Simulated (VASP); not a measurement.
A run of VASP 6.6.1:

The input INCAR:

```
SYSTEM = BN
PREC = Accurate
ENCUT = 520
EDIFF = 0.05
ISMEAR = 0
SIGMA = 0.02
LREAL = .FALSE.
LASPH = .TRUE.
NELM = 100
ALGO = Normal
ISIF = 3
LWAVE = .FALSE.
LCHARG = .FALSE.
GGA = PE
IBRION = 2
NSW = 80
EDIFFG = -0.002
```

File KPOINTS:

```
regular mesh
0
G
  14 14 14
  0 0 0
```

The input POSCAR:

```
BN
1.0
    0.0000000000      1.8075000000      1.8075000000
    1.8075000000      0.0000000000      1.8075000000
    1.8075000000      1.8075000000      0.0000000000
B N
1 1
Direct
    0.0000000000      0.0000000000      0.0000000000
    0.2500000000      0.2500000000      0.2500000000
```

Potentials or basis: VASP PAW PBE potentials, release 64 (B, N).

Command:

```console
$ cat potpaw_PBE.64/B/POTCAR potpaw_PBE.64/N/POTCAR > POTCAR
$ mpirun -np 1 vasp_std > vasp.out
```

Hardware: 1 thread of AMD EPYC 7R13 Processor (Zen 3), on a shared host.

Estimate the wall time of this run.

Wall time 18 s on 1 thread of AMD EPYC 7R13 Processor (Zen 3), on a shared host, peak memory 0.09 GiB. Counts: scf iterations 30, k points 104, ion steps 12.
